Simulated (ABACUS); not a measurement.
# BN (F-43m) in ABACUS: further runs

Aim: see how the results for BN move with the level of theory and the settings. Levels: revPBE, PBE, LDA. Tasks: single point, relaxation of cell and atoms.

All numbers are computed with ABACUS 3.10.1; they aren't measurements. Logs are shortened: lines on timing, memory, paths and dates and some standing lists are left out, and cuts for length are marked.

**Experimental background.**

A printed reference work, monograph reports, for a bulk crystal of BN at 300 K: band gap 6.4 eV (indirect).

How close the calculation comes is told below.

### 1 The crystal as given

Symmetry: F-43m, No. 216, cubic system. Conventional cell: a = 3.626 Å, b = 3.626 Å, c = 3.626 Å, α = 90.00°, β = 90.00°, γ = 90.00°. Around N (site symmetry -43m) lie 4 B at 1.57 Å. B (site symmetry -43m) has 4 N at 1.57 Å as nearest neighbours.

The cell is a database's computed one.

### 2 Single point, revPBE

INPUT

```
INPUT_PARAMETERS
suffix              BN
calculation         scf
basis_type          pw
pseudo_dir          ./
latname             fcc
symmetry            1
dft_functional      revpbe
ecutwfc             55
pseudo_rcut         10
nspin               1
nbands              14
ks_solver           dav
smearing_method     fd
smearing_sigma      0.00367493
scf_thr             1e-08
scf_nmax            100
mixing_type         broyden
mixing_beta         0.7
cal_force           1
cal_stress          1
ecutrho             440
out_chg             1
kpar                4
```

STRU

```
ATOMIC_SPECIES
N 14.0070 N.pbe-n-radius_5.UPF
B 10.8100 b_pbe_v1.4.uspp.F.UPF

LATTICE_CONSTANT
6.8521507073

ATOMIC_POSITIONS
Direct

N
0.0
1
0.7500000000 0.7500000000 0.7500000000 1 1 1

B
0.0
1
0.0000000000 0.0000000000 0.0000000000 1 1 1
```

KPT

```
K_POINTS
0
Gamma
10 10 10 0 0 0
```

Potentials or basis: SSSP 1.3 efficiency PBE, plane waves.

On the command line:

```
$ OMP_NUM_THREADS=1 mpirun -np 4 abacus > log
```

running log:

```text
ABACUS v3.10.1

               Atomic-orbital Based Ab-initio Computation at UStc

 ------------------------------------------------------------------------------------

 READING GENERAL INFORMATION
                           global_out_dir = OUT.BN/
                           global_in_card = INPUT
                               pseudo_dir = ./
                              orbital_dir =
                                    DSIZE = 4
                                    GSIZE = 1

 READING UNITCELL INFORMATION
                                    ntype = 2
                  lattice constant (Bohr) = 6.85215
              lattice constant (Angstrom) = 3.626

 READING ATOM TYPE 1
                               atom label = N
                      L=0, number of zeta = 1
                      L=1, number of zeta = 1
                      L=2, number of zeta = 1
             number of atom for this type = 1

 READING ATOM TYPE 2
                               atom label = B
                      L=0, number of zeta = 1
                      L=1, number of zeta = 1
                      L=2, number of zeta = 1
             number of atom for this type = 1

                        TOTAL ATOM NUMBER = 2
DIRECT COORDINATES
    atom                   x                   y                   z     mag                  vx                  vy                  vz
taud_N1            0.7500000000        0.7500000000        0.7500000000  0.0000        0.0000000000        0.0000000000        0.0000000000
taud_B1            0.0000000000        0.0000000000        0.0000000000  0.0000        0.0000000000        0.0000000000        0.0000000000

                          Volume (Bohr^3) = 80.4305
                             Volume (A^3) = 11.9186

 Lattice vectors: (Cartesian coordinate: in unit of a_0)
                 -0.5                  +0                +0.5
                   +0                +0.5                +0.5
                 -0.5                +0.5                  +0
 Reciprocal vectors: (Cartesian coordinate: in unit of 2 pi/a_0)
                   -1                  -1                  +1
                   +1                  +1                  +1
                   -1                  +1                  -1
 The esolver type has been set to : ksdft_pw

                PAO radial cut off (Bohr) = 10

 Read in pseudopotential file is N.pbe-n-radius_5.UPF
                     pseudopotential type = USPP
          exchange-correlation functional = PBE
                 nonlocal core correction = 1
                        valence electrons = 5
                                     lmax = 2
                           number of zeta = 2
[... 219 lines left out ...]
     dq(describe PAO in reciprocal space) = 0.01
                                    max q = 894

 number of pseudo atomic orbitals for N is 2
WARNING: norm of atomic wavefunction # 2 of atomic type N is 0.999999, renormalized

 number of pseudo atomic orbitals for B is 2
WARNING: norm of atomic wavefunction # 1 of atomic type B is 0.999999, renormalized
WARNING: norm of atomic wavefunction # 2 of atomic type B is 0.999862, renormalized

 -------------------------------------------
 SELF-CONSISTENT
 -------------------------------------------
                                 init_chg = atomic

 PW ALGORITHM --------------- ION=   1  ELEC=   1--------------------------------

 Density error is 0.219494486313
                          Error Threshold = 0.01
----------------------------------------------------------
     Energy           Rydberg                 eV
----------------------------------------------------------
 E_KohnSham     -26.7140531975       -363.4633401614
 E_Harris       -25.6378502532       -348.8208479140
 E_Fermi        1.0190244697         13.8645391896
----------------------------------------------------------
[... 63 lines left out ...]
 Density error is 7.30294981748e-10
                          Error Threshold = 1.99488513277e-10
----------------------------------------------------------
     Energy           Rydberg                 eV
----------------------------------------------------------
 E_KohnSham     -26.7733158307       -364.2696496516
 E_KS(sigma->0) -26.7733158307       -364.2696496516
 E_Harris       -26.7732501713       -364.2687563094
 E_band         1.8901888846         25.7173391274
 E_one_elec     4.4633370735         60.7268162942
 E_Hartree      3.6413567216         49.5431998639
 E_xc           -8.6171468241        -117.2422973097
 E_Ewald        -26.2608628018       -357.2973685001
 E_entropy(-TS) -0.0000000000        -0.0000000000
 E_descf        0.0000000000         0.0000000000
 E_exx          0.0000000000         0.0000000000
 E_Fermi        0.9415938924         12.8110421382
----------------------------------------------------------

 charge density convergence is achieved
 final etot is -364.26964965 eV
 EFERMI = 12.811042138 eV

 STATE ENERGY(eV) AND OCCUPATIONS    NSPIN == 1
 1/12 kpoint (Cartesian) = 0.0000 0.0000 0.0000 (537 pws)
       1       -9.06525     0.00200000
       2        11.0234     0.00200000
       3        11.0234     0.00200000
       4        11.0234     0.00200000
       5        19.8465    1.55385e-64
       6        19.8465    1.55385e-64
       7        19.8465    1.55385e-64
       8        21.2917    4.35130e-77
       9        35.7669        0.00000
      10        38.7068        0.00000
      11        38.7068        0.00000
      12        39.3955        0.00000
      13        39.3955        0.00000
      14        39.3955        0.00000
[... 66 lines left out ...]
       1       -4.91134     0.00800000
       2       0.458707     0.00800000
       3        9.10518     0.00800000
       4        9.10518     0.00800000
       5        21.1182    5.59754e-75
       6        21.7309    2.66966e-80
       7        21.7309    2.66966e-80
       8        26.2531        0.00000
       9        34.4902        0.00000
      10        37.7010        0.00000
      11        37.8566        0.00000
      12        37.8566        0.00000
      13        45.9173        0.00000
      14        45.9173        0.00000

[... levels at 6 further k points ...]

------------------------------------------------------------------------------------------
 TOTAL-FORCE (eV/Angstrom)
------------------------------------------------------------------------------------------
                        N1         0.0000000000         0.0000000000         0.0000000000
                        B1         0.0000000000         0.0000000000         0.0000000000
------------------------------------------------------------------------------------------

----------------------------------------------------------------
 TOTAL-STRESS (KBAR)
----------------------------------------------------------------
         2.0135595440         0.0000000000         0.0000000000
         0.0000000000         2.0135595440         0.0000000000
         0.0000000000         0.0000000000         2.0135595440
----------------------------------------------------------------
 TOTAL-PRESSURE: 2.013560 KBAR

 --------------------------------------------
 !FINAL_ETOT_IS -364.2696496515957278 eV
 --------------------------------------------
```

Wall time 2 s (4 MPI ranks of Intel Xeon Platinum 8559C (Emerald Rapids), shared host); peak memory 0.28 GiB.

What came out:

- Free energy: -364.2696 eV
- Pressure: 0.2 GPa
- Band gap on the k mesh: 4.54 eV, indirect (least direct gap 8.82 eV)

Caveat: the potentials were made for another functional, which shifts forces and pressure.

### 3 Single point, PBE

INPUT

```
INPUT_PARAMETERS
suffix              BN
calculation         scf
basis_type          lcao
pseudo_dir          ./
orbital_dir         ./
symmetry            1
dft_functional      pbe
ecutwfc             100
pseudo_rcut         10
nspin               1
nbands              14
ks_solver           genelpa
smearing_method     fd
smearing_sigma      0.00367493
scf_thr             1e-07
scf_nmax            100
mixing_type         broyden
mixing_beta         0.7
cal_force           1
cal_stress          1
out_mul             1
out_chg             1
```

STRU

```
ATOMIC_SPECIES
N 14.0070 N_ONCV_PBE-1.2.upf
B 10.8100 B_ONCV_PBE-1.2.upf

NUMERICAL_ORBITAL
N_confined-atom_6au_3s3p2d1f.orb
B_confined-atom_7au_3s3p2d1f.orb

LATTICE_CONSTANT
4.8452022309

LATTICE_VECTORS
0.0000000000 0.7071067812 0.7071067812
0.7071067812 0.0000000000 0.7071067812
0.7071067812 0.7071067812 0.0000000000

ATOMIC_POSITIONS
Cartesian

N
0.0
1
0.3535533906 0.3535533906 0.3535533906 1 1 1

B
0.0
1
0.0000000000 0.0000000000 0.0000000000 1 1 1
```

KPT

```
K_POINTS
0
Gamma
12 12 12 0 0 0
```

Potentials or basis: SG15 ONCV 1.2 PBE, TZDP LCAO (the cutoffs set its grid).

On the command line:

```
$ OMP_NUM_THREADS=1 mpirun -np 4 abacus > log
```

running log:

```text
ABACUS v3.10.1

               Atomic-orbital Based Ab-initio Computation at UStc

 ------------------------------------------------------------------------------------

 READING GENERAL INFORMATION
                           global_out_dir = OUT.BN/
                           global_in_card = INPUT
                               pseudo_dir = ./
                              orbital_dir = ./
                                    DSIZE = 4
                                    GSIZE = 1

 READING UNITCELL INFORMATION
                                    ntype = 2
                  lattice constant (Bohr) = 4.8452
              lattice constant (Angstrom) = 2.56397

 READING ATOM TYPE 1
                               atom label = N
                      L=0, number of zeta = 3
                      L=1, number of zeta = 3
                      L=2, number of zeta = 2
                      L=3, number of zeta = 1
             number of atom for this type = 1

 READING ATOM TYPE 2
                               atom label = B
                      L=0, number of zeta = 3
                      L=1, number of zeta = 3
                      L=2, number of zeta = 2
                      L=3, number of zeta = 1
             number of atom for this type = 1

[... 368 lines left out ...]

 charge density convergence is achieved
 final etot is -350.29699444 eV
 EFERMI = 13.085926882 eV

 STATE ENERGY(eV) AND OCCUPATIONS    NSPIN == 1
 1/72 kpoint (Cartesian) = 0.0000 0.0000 0.0000 (340 pws)
       1       -9.08841     0.00115741
       2        10.9911     0.00115741
       3        10.9911     0.00115741
       4        10.9911     0.00115741
       5        19.7551    1.36667e-61
       6        19.7551    1.36667e-61
       7        19.7551    1.36667e-61
       8        21.2361    1.87143e-74
       9        35.6514        0.00000
      10        39.0385        0.00000
      11        39.0385        0.00000
      12        39.4853        0.00000
      13        39.4853        0.00000
      14        39.4853        0.00000
[... 66 lines left out ...]
       1       -5.48897     0.00925926
       2        1.25012     0.00925926
       3        9.15143     0.00925926
       4        9.15143     0.00925926
       5        21.0151    1.24398e-71
       6        21.6746    2.32336e-77
       7        21.6746    2.32336e-77
       8        25.9767        0.00000
       9        34.2498        0.00000
      10        36.9980        0.00000
      11        36.9980        0.00000
      12        37.8790        0.00000
      13        47.7015        0.00000
      14        47.7015        0.00000

[... levels at 66 further k points ...]

 correction force for each atom along direction 1 is -0.0780638
 correction force for each atom along direction 2 is -0.0331660
 correction force for each atom along direction 3 is -0.0395698
------------------------------------------------------------------------------------------
 TOTAL-FORCE (eV/Angstrom)
------------------------------------------------------------------------------------------
                        N1         0.0000000000         0.0000000000         0.0000000000
                        B1         0.0000000000         0.0000000000         0.0000000000
------------------------------------------------------------------------------------------

----------------------------------------------------------------
 TOTAL-STRESS (KBAR)
----------------------------------------------------------------
        -4.9956659055         0.0000000000         0.0000000000
         0.0000000000        -4.9956659055         0.0000000000
        -0.0000000000        -0.0000000000        -4.9956659055
----------------------------------------------------------------
 TOTAL-PRESSURE: -4.995666 KBAR

 --------------------------------------------
 !FINAL_ETOT_IS -350.2969944407864773 eV
 --------------------------------------------
```

mulliken.txt:

```text
 0
CALCULATE THE MULLIkEN ANALYSIS FOR EACH ATOM
 Total charge:	8
Decomposed Mulliken populations
0                              Zeta of N              Spin 1
s                                      0              1.9315
[... 79 lines left out ...]
SUM OVER M+Zeta                                       0.4240

fz^3                                   0              0.0405
fxz^2                                  0              0.0698
fyz^2                                  0              0.0992
fzx^2-zy^2                             0              0.0655
fxyz                                   0              0.0320
fx^3-3*xy^2                            0              0.0756
f3yx^2-y^3                             0              0.1039
SUM OVER M                                            0.4866
SUM OVER M+Zeta                                       0.4866

SUM OVER M+Zeta+L                                     2.9542

Total Charge on atom:                  B              2.9542
```

It took 12 s on 4 MPI ranks of Intel Xeon Platinum 8559C (Emerald Rapids), shared host; peak memory 0.6 GiB.

What came out:

```yaml
Free_energy: -350.2970 eV
Pressure: -0.5 GPa
Band_gap_on_the_k_mesh: 4.54 eV, indirect (least direct gap 8.76 eV)
Mulliken_charges: N -0.05; B +0.05 e
```

Levels at points of the mesh, in eV from the valence-band top:
| k point | band 1 | band 2 | band 3 | band 4 | band 5 | band 6 | band 7 | band 8 | band 9 |
| --- | --- | --- | --- | --- | --- | --- | --- | --- | --- |
| (0.00, 0.00, 0.00) | -20.08 | 0.00 | 0.00 | 0.00 | 8.76 | 8.76 | 8.76 | 10.24 | 24.66 |
| (0.50, 0.50, 0.50) | -15.91 | -10.60 | -1.94 | -1.94 | 10.09 | 10.68 | 10.68 | 15.17 | 23.37 |
| (0.50, 0.50, 0.00) | -14.56 | -8.85 | -4.87 | -4.87 | 4.54 | 9.28 | 17.69 | 17.69 | 20.60 |

Caveat: the atomic orbitals were generated for these runs and aren't a published set; Mulliken charges move with the basis; the basis of atomic orbitals isn't converged, which shifts pressures, moduli and gaps.

### 4 Relaxation of cell and atoms, PBE

Edit INPUT of step 3 so:

```diff
@@ -2,3 +2,3 @@
 suffix              BN
-calculation         scf
+calculation         cell-relax
 basis_type          lcao
@@ -11,3 +11,3 @@
 nspin               1
-nbands              14
+nbands              8
 ks_solver           genelpa
@@ -22,2 +22,6 @@
 out_mul             1
-out_chg             1
+relax_nmax          60
+force_thr_ev        0.005
+relax_method        cg
+out_stru            1
+stress_thr          0.2
```

STRU

```
ATOMIC_SPECIES
N 14.0070 N_ONCV_PBE-1.2.upf
B 10.8100 B_ONCV_PBE-1.2.upf

NUMERICAL_ORBITAL
N_confined-atom_6au_3s3p2d1f.orb
B_confined-atom_7au_3s3p2d1f.orb

LATTICE_CONSTANT
1.8897261246

LATTICE_VECTORS
0.0000000000 1.8130010000 1.8130010000
1.8130010000 0.0000000000 1.8130010000
1.8130010000 1.8130010000 0.0000000000

ATOMIC_POSITIONS
Direct

N
0.0
1
0.2500000000 0.2500000000 0.2500000000 1 1 1

B
0.0
1
0.0000000000 0.0000000000 0.0000000000 1 1 1
```

KPT is that of step 3.

On the command line:

```
$ OMP_NUM_THREADS=1 mpirun -np 4 abacus > log
```

It took 27 s on 4 MPI ranks of Intel Xeon Platinum 8559C (Emerald Rapids), shared host; peak memory 0.6 GiB.

It converged, with:

```
Free energy                            : -350.2970 eV
Relaxed volume                         : 5.95 Å³/atom
Relaxed cell                           : a = 2.563 Å, b = 2.563 Å, c = 2.563 Å, α = 60.00°, β = 60.00°, γ = 60.00°
Space group after relaxing (to 0.05 Å) : F-43m (No. 216)
Energy gained by relaxing              : 0.0 meV/atom
Ionic steps                            : 3
Pressure after relaxing                : 0.0 GPa
Mulliken charges                       : N -0.05; B +0.05 e
```

Final structure:
```
CELL_PARAMETERS angstrom
0.00000 1.81218 1.81218
1.81218 0.00000 1.81218
1.81218 1.81218 0.00000
ATOMIC_POSITIONS crystal
N 0.25000 0.25000 0.25000
B 0.00000 0.00000 0.00000
```

Caveat: the atomic orbitals were generated for these runs and aren't a published set; Mulliken charges move with the basis; the basis of atomic orbitals isn't converged, which shifts pressures, moduli and gaps.

(Part 1 of 3 ends here.)
